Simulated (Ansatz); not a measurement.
YN:

```
Y N
1.0
     0.00000    2.43850    2.43850
     2.43850    0.00000    2.43850
     2.43850    2.43850    0.00000
Y N
1 1
Direct
  0.00000 0.00000 0.00000
  0.50000 0.50000 0.50000
```

Base run:

* Program: Ansatz 0.2.0
* Functional: PBEsol
* Potentials or basis: all-electron PAW datasets made for the crystal
* Cutoff: 280 eV (chosen from the basis error)
* k mesh: 6 × 6 × 6
* Occupations: fermi-dirac, width 0.05 eV
* Spin: no spin polarisation

Its results: band gap on the k mesh 0.09 eV, indirect (least direct gap 0.48 eV); pressure -2.0 GPa.

Question: The run is repeated on the same cell with these changes: functional from PBEsol to PBE0; cutoff from 280 eV (chosen from the basis error) to 310 eV (chosen from the basis error). What comes out?

Answer: Band gap on the k mesh 1.73 eV, indirect (least direct gap 2.20 eV); pressure 0.7 GPa.

PBE0 gives the wider gap, since exact exchange removes part of the self-interaction.

A k mesh can miss the band edges.
